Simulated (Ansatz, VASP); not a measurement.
**W: VASP beside Ansatz**

```
W
1.0
     0.00000    2.04678    2.04678
     2.04678    0.00000    2.04678
     2.04678    2.04678    0.00000
W
1
Direct
  0.00000 0.00000 0.00000
```

Change from the starting cell: volume scaled by 1.025, PAW files.

Alike in both runs: task electric field gradients; functional LDA; k mesh 14 × 14 × 14; occupations fermi-dirac, width 0.05 eV; no spin polarisation.

|  | VASP | Ansatz |
| --- | --- | --- |
| version | VASP 6.6.1 | Ansatz 0.2.0 |
| potentials or method | VASP PAW LDA potentials, release 64 (W_sv) | PAW with Ansatz's default frozen-core files, scalar-relativistic |
| plane-wave cutoff (eV) | 520 | 420 |
| valence electrons in the cell | 14 | 14 |

VASP gave:

- pressure (GPa): -22.1
- Vzz of the field gradient on the site that differs most (V/Å²): 0.0

Q: Which values does Ansatz return?

A: Pressure (GPa): -23.3; Vzz of the field gradient on the site that differs most (V/Å²): 0.0.

Ansatz warned: «gradients_without_spin_orbit».

Caveats: so large a pressure means that the cell lies far from this level's equilibrium, or that cutoff or potentials fall short (VASP). The runs have no spin-orbit coupling, so splittings on W are missing.
